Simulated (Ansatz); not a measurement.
# hcp against bcc along the 3d metals

Level of theory: Ansatz, DFT, revPBE, plane waves (420 eV) with PAW, scalar-relativistic. The PAW files were generated under PBE, with cores re-solved for the functional.

Each structure is relaxed within its symmetry, in the lowest magnetic state of the tried starts. Differences under about 8 meV lie within the error of the k-point mesh.

Real chromium orders in an incommensurate spin-density wave, which this two-atom cell only mimics. Real scandium is paramagnetic; a moment here is an artefact of the functional.

| element | E(hcp) − E(bcc) (meV/atom) | V(hcp) (Å³/atom) | V(bcc) (Å³/atom) | state of hcp | state of bcc |
| --- | --- | --- | --- | --- | --- |
| Sc | ? | ? | ? | ? | ? |
| Ti | -116 | 17.77 | 17.72 | non-magnetic | spin not included |
| V | 249 | 14.11 | 13.71 | spin not included | spin not included |
| Cr | 429 | 12.10 | 12.09 | non-magnetic | antiferromagnetic |
| Mn | -85 | 10.97 | 11.10 | antiferromagnetic | ferromagnetic |
| Fe | 137 | 10.37 | 11.61 | spin not included | ferromagnetic |
| Ni | -70 | 11.17 | 11.22 | ferromagnetic | ferromagnetic |
| Cu | -26 | 12.29 | 12.32 | spin not included | spin not included |
| Zn | -80 | 15.66 | 15.89 | spin not included | spin not included |

Q: Fill in the row of Sc.

A: E(hcp) − E(bcc) (meV/atom): -99; V(hcp) (Å³/atom): 25.44; V(bcc) (Å³/atom): 25.67; state of hcp: ferromagnetic; state of bcc: spin not included.
